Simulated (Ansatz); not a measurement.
V in Ansatz: the effect of functional

V:

```
V
1.0
     2.63857    0.00000    0.00000
    -1.31928    2.28506    0.00000
     0.00000    0.00000    4.78549
V
2
Direct
  0.33333 0.66667 0.25000
  0.66667 0.33333 0.75000
```

This isn't the form of V at room conditions, which is bcc.

The cell isn't the ideal one: volume scaled by 1.04.

Alike in all runs:

| Property | Result |
| --- | --- |
| Program | Ansatz 0.2.0 |
| Task | single point |
| Potentials or basis | Ansatz PAW |
| k mesh | 12 × 12 × 6 |
| Occupations | fermi-dirac, width 0.05 eV |
| Spin | collinear spin, ferromagnetic start |
| Starting moments | [2.0, 2.0] μB |

Question: One run gave: pressure -8.5 GPa; moment 0.74 μB. Which functional did it use?
A. LDA
B. r2SCAN
C. PBEsol

Answer: B.

```tsv
functional	cutoff	pressure (GPa)	moment (μB)
LDA	420 eV (not typed: the program's choice for these potentials)	-18.2	0.00
PBEsol	420 eV (not typed: the program's choice for these potentials)	-13.0	0.00
r2SCAN	500 eV (not typed: the program's choice for these potentials)	-8.5	0.74
```

Caveats: the PAW data sets come from PBE, with cores solved anew for the run's functional, which leaves a small shift of forces and pressure; the starting moments weren't kept (some runs); the magnetic or orbital state may not be the lowest (some runs).
